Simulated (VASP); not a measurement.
Wanted: the native input for a VASP 6.6.1 run.

```yaml
Task: relaxation of cell and atoms
Functional: PBE
Potentials_or_basis: VASP PAW PBE potentials, release 64 (Pd)
Cutoff: 600 eV
k_mesh: 18 × 18 × 18
Occupations: gaussian, width 0.1 eV
Spin: no spin polarisation
Further_INCAR_settings: ALGO = Fast; EDIFF = 1e-07; IBRION = 2; EDIFFG = -0.005; NSW = 90; ISIF = 3
```

The structure of Pd lies in POSCAR:

```
Pd
1.0
   -1.5431889800      1.5431889800      1.5431889800
    1.5431889800     -1.5431889800      1.5431889800
    1.5431889800      1.5431889800     -1.5431889800
Pd
1
Direct
    0.0000000000      0.0000000000      0.0000000000
```

This isn't the form of Pd at room conditions, which is fcc.

These files were run (other wordings do the same):

INCAR

```
PREC = Accurate ; ENCUT = 600
EDIFF = 1E-7 ; ISMEAR = 0
SIGMA = 0.1 ; LREAL = False
LASPH = True ; NELM = 60
ALGO = Fast ; ISIF = 3
LWAVE = False ; LCHARG = False
GGA = PE ; IBRION = 2
NSW = 90 ; EDIFFG = -0.005
```

KPOINTS

```
Automatic mesh
0
Gamma
  18 18 18
```

Potentials or basis: VASP PAW PBE potentials, release 64 (Pd).

Run with:

```sh
$ cat potpaw_PBE.64/Pd/POTCAR > POTCAR
$ mpirun -np 1 vasp_std > vasp.out
```

It gave:

* Relaxed volume: 15.40 Å³/atom
* Relaxed cell: a = 2.715 Å, b = 2.715 Å, c = 2.715 Å, α = 109.47°, β = 109.47°, γ = 109.47°
* Space group after relaxing (to 0.05 Å): Im-3m (No. 229)
* Energy gained by relaxing: 18.3 meV/atom
* Ionic steps: 4
* Pressure after relaxing: 0.0 GPa
* Band gap on the k mesh: none (metal or under the smearing width)

Wall time 52 s on 1 thread of Intel(R) Xeon(R) Platinum 8488C (Sapphire Rapids), on a shared host, peak memory 0.17 GiB.
